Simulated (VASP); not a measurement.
# Si (Fd-3m) in VASP: a series of runs, part 2 of 2

VASP 6.6.1. Earlier steps stand in the parts before.

**3. Relaxation of cell and atoms, LDA**

This run uses another cell than the first one, of 20.02 Å³/atom, 1.016 times its volume.

File INCAR:

```
PREC = Accurate
ENCUT = 600
EDIFF = 1E-6
ISMEAR = 0
SIGMA = 0.02
LREAL = False
LASPH = True
NELM = 100
ALGO = Fast
ISIF = 3
LWAVE = False
LCHARG = False
IBRION = 2
NSW = 100
EDIFFG = -0.005
```

File KPOINTS:

```
regular mesh
0
Gamma
  10 10 10
```

File POSCAR:

```
Si
1.0
    0.0000000000      2.7154700000      2.7154700000
    2.7154700000      0.0000000000      2.7154700000
    2.7154700000      2.7154700000      0.0000000000
Si
2
Direct
    0.5000000000      0.5000000000      0.5000000000
    0.7500000000      0.7500000000      0.7500000000
```

Potentials or basis: VASP PAW LDA potentials, release 64 (Si).

On the command line:

```sh
$ cat potpaw_LDA.64/Si/POTCAR > POTCAR
$ mpirun -np 1 vasp_std > vasp.out
```

OUTCAR:

```text
PREC = Accurate
   ENCUT = 600
   EDIFF = 1E-6
   ISMEAR = 0
   LREAL = False
   LASPH = True
   NELM = 100
   ISIF = 3
   IBRION = 2
   NSW = 100
   EDIFFG = -0.005

 ion  position               nearest neighbor table
   1  0.500  0.500  0.500-   2 2.35   2 2.35   2 2.35   2 2.35
   2  0.750  0.750  0.750-   1 2.35   1 2.35   1 2.35   1 2.35

  LATTYP: Found a face centered cubic cell.
 ALAT       =     5.4309400000

  Lattice vectors:

 A1 = (   0.0000000000,   2.7154700000,   2.7154700000)
 A2 = (   2.7154700000,   0.0000000000,   2.7154700000)
 A3 = (   2.7154700000,   2.7154700000,   0.0000000000)

Analysis of symmetry for initial positions (statically):
=====================================================================
 Subroutine PRICEL returns:
 Original cell was already a primitive cell.

 Routine SETGRP: Setting up the symmetry group for a
 face centered cubic supercell.

 Subroutine GETGRP returns: Found 48 space group operations
 (whereof 24 operations were pure point group operations)
 out of a pool of 48 trial point group operations.

The static configuration has the point symmetry T_d .
 The point group associated with its full space group is O_h .

Analysis of symmetry for dynamics (positions and initial velocities):
=====================================================================
 Subroutine PRICEL returns:
 Original cell was already a primitive cell.

 Routine SETGRP: Setting up the symmetry group for a
 face centered cubic supercell.

 Subroutine GETGRP returns: Found 48 space group operations
 (whereof 24 operations were pure point group operations)
 out of a pool of 48 trial point group operations.

The dynamic configuration has the point symmetry T_d .
 The point group associated with its full space group is O_h .

 Subroutine INISYM returns: Found 48 space group operations
 (whereof 24 operations are pure point group operations),
 and found     1 'primitive' translations

----------------------------------------------------------------------------------------

                                     Primitive cell

  volume of cell :      40.0465

  direct lattice vectors                    reciprocal lattice vectors
     0.000000000  2.715470000  2.715470000    -0.184130187  0.184130187  0.184130187
     2.715470000  0.000000000  2.715470000     0.184130187 -0.184130187  0.184130187
     2.715470000  2.715470000  0.000000000     0.184130187  0.184130187 -0.184130187

  length of vectors
     3.840254502  3.840254502  3.840254502     0.318922840  0.318922840  0.318922840

  position of ions in fractional coordinates (direct lattice)
     0.500000000  0.500000000  0.500000000
     0.750000000  0.750000000  0.750000000

  ion indices of the primitive-cell ions
   primitive index   ion index
                 1           1
                 2           2

----------------------------------------------------------------------------------------

 KPOINTS: regular mesh

Automatic generation of k-mesh.
 Grid dimensions read from file:
 generate k-points for:   10   10   10

 Generating k-lattice:

[... 49 lines left out ...]
   NGX,Y,Z   is equivalent  to a cutoff of  13.85, 13.85, 13.85 a.u.
   NGXF,Y,Z  is equivalent  to a cutoff of  27.71, 27.71, 27.71 a.u.
 SYSTEM =  unknown system
   PREC   = accura    normal or accurate (medium, high low for compatibility)
   ISTART =      0    job   : 0-new  1-cont  2-samecut
   ICHARG =      2    charge: 1-file 2-atom 10-const
   ISPIN  =      1    spin polarized calculation?
   LNONCOLLINEAR =      F non collinear calculations
   LSORBIT =      F    spin-orbit coupling
   LASPH  =      T    aspherical Exc in radial PAW
   ENCUT  =  600.0 eV  44.10 Ry    6.64 a.u.   7.67  7.67  7.67*2*pi/ulx,y,z
   NELM   =    100;   NELMIN=  2; NELMDL= -5     # of ELM steps
   EDIFF  = 0.1E-05   stopping-criterion for ELM
   LREAL  =      F    real-space projection
   EDIFFG = -.5E-02   stopping-criterion for IOM
   NSW    =    100    number of steps for IOM
   IBRION =      2    ionic relax: 0-MD 1-quasi-New 2-CG
   NFREE  =      1    steps in history (QN), initial steepest desc. (CG)
   ISIF   =      3    stress and relaxation
   ISYM   =      2    0-nonsym 1-usesym 2-fastsym
   POTIM  = 0.5000    time-step for ionic-motion
   TEBEG  =    0.0;   TEEND  =   0.0 temperature during run
   PSTRESS=    0.0 pullay stress
   NELECT =       8.0000    total number of electrons
   NUPDOWN=      -1.0000    fix difference up-down
   EMIN   =  10.00;   EMAX   =-10.00  energy-range for DOS
   EFERMI =   0.00;   METHOD = LEGACY
   ISMEAR =     0;   SIGMA  =   0.02  broadening in eV -4-tet -1-fermi 0-gaus
   EFERMI_NEDOS =   21; number of points for ismear=-14 and -15
   IALGO  =     68    algorithm
   IMIX   =      4    mixing-type and parameters
     AMIX     =   0.40;   BMIX     =  1.00
     AMIX_MAG =   1.60;   BMIX_MAG =  1.00
  volume/ion in A,a.u.               =      20.02       135.12
  Fermi-wavevector in a.u.,A,eV,Ry     =   0.957010  1.808487 12.461143  0.915868
  Thomas-Fermi vector in A             =   2.085990
   LORBIT       =      0    0 simple, 1 ext, 2 COOP (PROOUT), +10 PAW based schemes
   GGA     = CA    functional components
   LHFCALC =     F    Hartree Fock is set to
   AEXX    =    0.0000 exact exchange contribution
   IVDW    =     0    specifies the selected vdW correction
   LEPSILON=     F    determine dielectric tensor
   LRPA    =     F    only Hartree local field effects (RPA)
 conjugate gradient relaxation of ions
 non-spin polarized calculation
 RMM-DIIS sequential band-by-band and
 Gauss-broadening in eV      SIGMA  =   0.02
  energy-cutoff  :      600.00
  volume of cell :       40.05
 maximum number of plane-waves:      1363
   NGX = 15   NGY = 15   NGZ = 15

--------------------------------------- Ionic step        1  -------------------------------------------

 number of electron       7.9999999 magnetization

 Free energy of the ion-electron system (eV)
  ---------------------------------------------------
  ext. energy  EPLUGINS =         0.00000000
  ---------------------------------------------------
  free energy    TOTEN  =       -11.91649504 eV

  energy without entropy =      -11.91649504  energy(sigma->0) =      -11.91649504

------------------------ aborting loop because EDIFF is reached ----------------------------------------

  FORCE on cell =-STRESS in cart. coord.  units (eV):
  Direction    XX          YY          ZZ          XY          YZ          ZX
  --------------------------------------------------------------------------------------
  -------------------------------------------------------------------------------------
  Total       -0.3621953     -0.3621953     -0.3621953      0.0000000      0.0000000      0.0000000
  in kB      -14.4906672    -14.4906672    -14.4906672      0.0000000      0.0000000      0.0000000
  external PRESSURE =     -14.4906672 kB  Pullay stress =       0.0000000 kB
[... 59 lines left out ...]
--------------------------------------- Ionic step        3  -------------------------------------------

 number of electron       7.9999999 magnetization

 Free energy of the ion-electron system (eV)
  ---------------------------------------------------
  ext. energy  EPLUGINS =         0.00000000
  ---------------------------------------------------
  free energy    TOTEN  =       -11.91931668 eV

  energy without entropy =      -11.91931668  energy(sigma->0) =      -11.91931668

 E-fermi :   6.0128     XC(G=0):  -9.6634

 val. band max:        5.9273911340   @ k =   0.0000   0.0000   0.0000
 cond. band min:       6.3809112484   @ k =   0.4000   0.4000   0.0000
 fundamental gap:      0.4535201144
 Fermi energy:         6.0128120227

 k-point     1 :       0.0000    0.0000    0.0000
  band No.  band energies     occupation
      1      -6.1351      2.00000
      2       5.9274      2.00000
      3       5.9274      2.00000
      4       5.9274      2.00000
      5       8.4579      0.00000
      6       8.4579      0.00000
      7       8.4579      0.00000
      8       9.3128      0.00000
[... 243 lines left out ...]
 k-point    24 :       0.4000    0.3000    0.0000
  band No.  band energies     occupation
      1      -3.9432      2.00000
      2       0.4859      2.00000
      3       3.0148      2.00000
      4       3.4568      2.00000
      5       6.8656      0.00000
      6       8.0597      0.00000
      7      12.8743      0.00000
      8      12.9903      0.00000

 [... further k-points ...]

------------------------ aborting loop because EDIFF is reached ----------------------------------------

  FORCE on cell =-STRESS in cart. coord.  units (eV):
  Direction    XX          YY          ZZ          XY          YZ          ZX
  --------------------------------------------------------------------------------------
  -------------------------------------------------------------------------------------
  Total       -0.0005071     -0.0005071     -0.0005071      0.0000000      0.0000000     -0.0000000
  in kB       -0.0206048     -0.0206048     -0.0206048      0.0000000      0.0000000     -0.0000000
  external PRESSURE =      -0.0206048 kB  Pullay stress =       0.0000000 kB
[... 17 lines left out ...]
  FREE ENERGIE OF THE ION-ELECTRON SYSTEM (eV)
  ---------------------------------------------------
  free  energy   TOTEN  =       -11.9193166844 eV

  energy  without entropy=      -11.9193166844  energy(sigma->0) =      -11.91931668

 reached required accuracy - stopping structural energy minimisation
```

Run time: 26 s. Hardware: 1 thread of Intel Xeon Platinum 8375C at 2.90GHz (Ice Lake), shared host; peak memory 0.15 GiB.

What came out:

```
Free energy                            : -11.9193 eV
Relaxed volume                         : 19.72 Å³/atom
Relaxed cell                           : a = 3.821 Å, b = 3.821 Å, c = 3.821 Å, α = 60.00°, β = 60.00°, γ = 60.00°
Space group after relaxing (to 0.05 Å) : Fd-3m (No. 227)
Energy gained by relaxing              : 1.4 meV/atom
Ionic steps                            : 3
Pressure after relaxing                : 0.0 GPa
Band gap on the k mesh                 : 0.45 eV, indirect (least direct gap 2.53 eV)
```

The path:
```csv
step,energy change (eV),largest force (eV/Å),pressure (GPa),volume (Å³)
1,0.0000,0.0000,-1.45,40.05
2,-0.0014,0.0000,1.07,39.01
3,-0.0028,0.0000,0.00,39.43
```

Final structure:
```
CELL_PARAMETERS angstrom
0.00000 2.70150 2.70150
2.70150 0.00000 2.70150
2.70150 2.70150 0.00000
ATOMIC_POSITIONS crystal
Si 0.50000 0.50000 0.50000
Si 0.75000 0.75000 0.75000
```

Levels at points of the mesh, in eV from the valence-band top:
```tsv
k point	band 1	band 2	band 3	band 4	band 5	band 6	band 7	band 8
(0.00, 0.00, 0.00)	-12.06	0.00	0.00	0.00	2.53	2.53	2.53	3.39
(0.50, 0.00, 0.00)	-9.69	-7.06	-1.21	-1.21	1.48	3.29	3.29	7.54
(0.50, 0.50, 0.00)	-7.86	-7.86	-2.89	-2.89	0.58	0.58	10.11	10.11
```

**4. Single point, LDA**

File INCAR:

```
ALGO = Fast
EDIFF = 1E-7
ENCUT = 520
GGA = CA
ISIF = 2
ISMEAR = 0
LASPH = True
LCHARG = False
LREAL = False
LWAVE = False
NBANDS = 11
NELM = 100
PREC = Accurate
SIGMA = 0.02
```

File KPOINTS:

```
k-points
0
Gamma
  12 12 12
```

File POSCAR:

```
Si
1.0
    0.0000000000      2.7009735863      2.7009735863
    2.7009735863      0.0000000000      2.7009735863
    2.7009735863      2.7009735863      0.0000000000
Si
2
Direct
    0.5000000000      0.5000000000      0.5000000000
    0.7500000000      0.7500000000      0.7500000000
```

On the command line:

```sh
$ cat potpaw_LDA.64/Si/POTCAR > POTCAR
$ mpirun -np 1 vasp_std > vasp.out
```

It took 32 s on 1 thread of Intel Xeon Platinum 8375C at 2.90GHz (Ice Lake), shared host; peak memory 0.14 GiB.

The run converged. Its results:

- Free energy: -11.9197 eV
- Pressure: 0.0 GPa
- Band gap on the k mesh: 0.44 eV, indirect (least direct gap 2.53 eV)

Levels at points of the mesh, in eV from the valence-band top:
| k point | band 1 | band 2 | band 3 | band 4 | band 5 | band 6 | band 7 | band 8 |
| --- | --- | --- | --- | --- | --- | --- | --- | --- |
| (0.00, 0.00, 0.00) | -12.07 | 0.00 | 0.00 | 0.00 | 2.53 | 2.53 | 2.53 | 3.39 |
| (0.50, 0.00, 0.00) | -9.69 | -7.07 | -1.21 | -1.21 | 1.49 | 3.29 | 3.29 | 7.54 |
| (0.50, 0.50, 0.00) | -7.87 | -7.87 | -2.89 | -2.89 | 0.57 | 0.57 | 10.11 | 10.11 |

A k mesh can miss the band edges. Expect the measured gap to be larger: semilocal functionals such as LDA lack the derivative discontinuity.

**5. Relaxation of cell and atoms, LDA**

File INCAR:

```
SYSTEM = Si
PREC = Accurate
ENCUT = 600
EDIFF = 1E-6
ISMEAR = 0
SIGMA = 0.02
LREAL = .FALSE.
LASPH = .TRUE.
NELM = 80
ALGO = Fast
ISIF = 3
LWAVE = .FALSE.
LCHARG = .FALSE.
GGA = CA
IBRION = 2
NSW = 100
EDIFFG = -0.005
```

File KPOINTS:

```
regular mesh
0
G
  12 12 12
  0 0 0
```

POSCAR is that of step 4.

On the command line:

```sh
$ cat potpaw_LDA.64/Si/POTCAR > POTCAR
$ mpirun -np 1 vasp_std > vasp.out
```

Run time: 25 s. Hardware: 1 thread of Intel Xeon Platinum 8375C at 2.90GHz (Ice Lake), shared host; peak memory 0.16 GiB.

The run converged. Its results:

```
Free energy                            : -11.9199 eV
Relaxed volume                         : 19.72 Å³/atom
Relaxed cell                           : a = 3.821 Å, b = 3.821 Å, c = 3.821 Å, α = 60.00°, β = 60.00°, γ = 60.00°
Space group after relaxing (to 0.05 Å) : Fd-3m (No. 227)
Energy gained by relaxing              : 0.0 meV/atom
Ionic steps                            : 2
Pressure after relaxing                : 0.0 GPa
Band gap on the k mesh                 : 0.44 eV, indirect (least direct gap 2.53 eV)
```

Final structure:
```yaml
crystal:
  lattice:
    - [0.00000, 2.70184, 2.70184]
    - [2.70184, 0.00000, 2.70184]
    - [2.70184, 2.70184, 0.00000]
  atoms:
    - { symbol: Si, position: [0.50000, 0.50000, 0.50000] }
    - { symbol: Si, position: [0.75000, 0.75000, 0.75000] }
```

Levels at points of the mesh, in eV from the valence-band top:
```
           k point  band 1  band 2  band 3  band 4  band 5  band 6  band 7  band 8
(0.00, 0.00, 0.00)  -12.06    0.00    0.00    0.00    2.53    2.53    2.53    3.38
(0.50, 0.00, 0.00)   -9.68   -7.06   -1.21   -1.21    1.48    3.29    3.29    7.54
(0.50, 0.50, 0.00)   -7.86   -7.86   -2.89   -2.89    0.58    0.58   10.11   10.11
```

**6. Overview**

| task | cell | k mesh | cutoff (eV) | gap on the mesh (eV) | pressure (GPa) | relaxed volume (Å³/atom) |
| --- | --- | --- | --- | --- | --- | --- |
| single point | Fd-3m, 19.7 Å³/atom | 10 × 10 × 10 | 520 | 0.45 | 0.0 | - |
| relaxation of cell and atoms | relaxed | 10 × 10 × 10 | 600 | 0.45 | 0.0 | 19.72 |
| single point | Fd-3m, 19.7 Å³/atom | 12 × 12 × 12 | 520 | 0.44 | 0.0 | - |
| relaxation of cell and atoms | relaxed | 12 × 12 × 12 | 600 | 0.44 | 0.0 | 19.72 |

Alike in all rows: level LDA; potentials or basis VASP PAW LDA potentials, release 64 (Si); no spin polarisation; smearing gaussian 0.02 eV.

Absolute energies hang on the potentials; compare differences alone.
